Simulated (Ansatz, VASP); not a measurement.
One calculation of TiTe2 (series), two programs

The input INCAR:

```
PREC = Accurate
ENCUT = 520
EDIFF = 1E-7
ISMEAR = 0
SIGMA = 0.1
LREAL = False
LASPH = True
NELM = 100
ALGO = Fast
ISIF = 2
LWAVE = False
LCHARG = False
GGA = PE
IVDW = 12
NBANDS = 19
```

File KPOINTS:

```
regular mesh
0
Gamma
  15 15 8
```

The input POSCAR:

```
TiTe2
1.0
    3.7770000000      0.0000000000      0.0000000000
   -1.8885000000      3.2709779501      0.0000000000
    0.0000000000      0.0000000000      6.4980000000
Ti Te
1 2
Direct
    0.0000000000      0.0000000000      0.0000000000
    0.6666666667      0.3333333333      0.2628000000
    0.3333333333      0.6666666667      0.7372000000
```

Input for Ansatz:

```yaml
crystal:
  lattice:
    - [3.777, 0.0, 0.0]
    - [-1.8885, 3.2709779501, 0.0]
    - [0.0, 0.0, 6.498]
  atoms:
    - { symbol: Ti, position: [0.0, 0.0, 0.0] }
    - { symbol: Te, position: [0.6666666667, 0.3333333333, 0.2628] }
    - { symbol: Te, position: [0.3333333333, 0.6666666667, 0.7372] }
basis:
  ecutwfc: 420
kpoints:
  mp_grid: { grid: [15, 15, 8] }
hamiltonian:
  xc: pbe
  dispersion: d3bj
scf:
  occupations: { method: gaussian, width: 0.1 }
output:
  forces: true
  stress: true
  eigenvalues: true
```

Alike in both runs: task single point; functional PBE; dispersion D3(BJ); k mesh 15 × 15 × 8; occupations gaussian, width 0.1 eV; no spin polarisation.

```csv
,VASP,Ansatz
version,VASP 6.6.1,Ansatz 0.2.0
potentials or method,"VASP PAW PBE potentials, release 64 (Ti_sv, Te)","scalar-relativistic, plane waves, PAW"
plane-wave cutoff (eV),520,420
valence electrons in the cell,24,44
```

Ansatz gave:

- gap on the k mesh at the Fermi level (eV): none
- pressure (GPa): -2.0
- largest component of the traceless stress (GPa): 0.64
- rms of the force components (eV/Å): 0.016

Q: Estimate VASP's values.

A: gap on the k mesh at the Fermi level (eV): none; pressure (GPa): -2.0; largest component of the traceless stress (GPa): 0.64; rms of the force components (eV/Å): 0.020.

Atom by atom the forces differ by 0.005 eV/Å (rms over components). A gap of «none» marks a metal or a gap that the smearing closes. The two sets of potentials don't hold the same shells in valence.

The runs have no spin-orbit coupling, so splittings on Te are missing.
